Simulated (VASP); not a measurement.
Crystal: ZnGeP2.

```
Zn Ge P
1.0
    -2.73000    2.73000    5.38000
     2.73000   -2.73000    5.38000
     2.73000    2.73000   -5.38000
Zn Ge P
2 2 4
Direct
  0.00000 0.00000 0.00000
  0.75000 0.25000 0.50000
  0.50000 0.50000 0.00000
  0.25000 0.75000 0.50000
  0.37500 0.38900 0.51400
  0.61100 0.12500 0.98600
  0.87500 0.86100 0.48600
  0.13900 0.62500 0.01400
```

| Property | Result |
| --- | --- |
| Program | VASP 6.6.1 |
| Task | relaxation of cell and atoms |
| Functional | PBEsol |
| Potentials or basis | VASP PAW PBE potentials, release 64 (Zn, Ge_d, P) |
| Cutoff | 600 eV |
| k mesh | 8 × 8 × 8 |
| Occupations | gaussian, width 0.03 eV |
| Spin | no spin polarisation |

At the start: pressure -0.8 GPa; volume 20.05 Å³/atom.

Problem. Where does the relaxation end?

Solution. Over 10 steps the energy falls by 12.4 meV/atom and the volume is 19.71 Å³/atom (-1.7 %); space group I-42d (No. 122, to 0.05 Å).

The path:
```csv
step,energy change (eV),largest force (eV/Å),pressure (GPa),volume (Å³)
1,0.0000,0.7029,-0.81,160.39
2,-0.0776,0.3488,0.00,158.04
3,-0.0941,0.0555,0.78,156.22
4,-0.0943,0.0806,0.75,156.37
5,-0.0974,0.0396,-0.36,158.46
6,-0.0985,0.0003,-0.04,157.75
7,-0.0985,0.0018,0.02,157.72
8,-0.0988,0.0059,-0.01,157.72
9,-0.0990,0.0110,0.00,157.72
10,-0.0990,0.0034,0.01,157.71
```

Final structure:
```
CELL_PARAMETERS angstrom
-2.71351 2.71351 5.35483
2.71351 -2.71351 5.35483
2.71351 2.71351 -5.35483
ATOMIC_POSITIONS crystal
Zn 0.00000 0.00000 0.00000
Zn 0.75000 0.25000 0.50000
Ge 0.50000 0.50000 0.00000
Ge 0.25000 0.75000 0.50000
P 0.37500 0.37720 0.50220
P 0.62280 0.12500 0.99780
P 0.87500 0.87280 0.49780
P 0.12720 0.62500 0.00220
```

Caveat: the PAW data sets were made with another functional, which shifts forces and pressure a little.
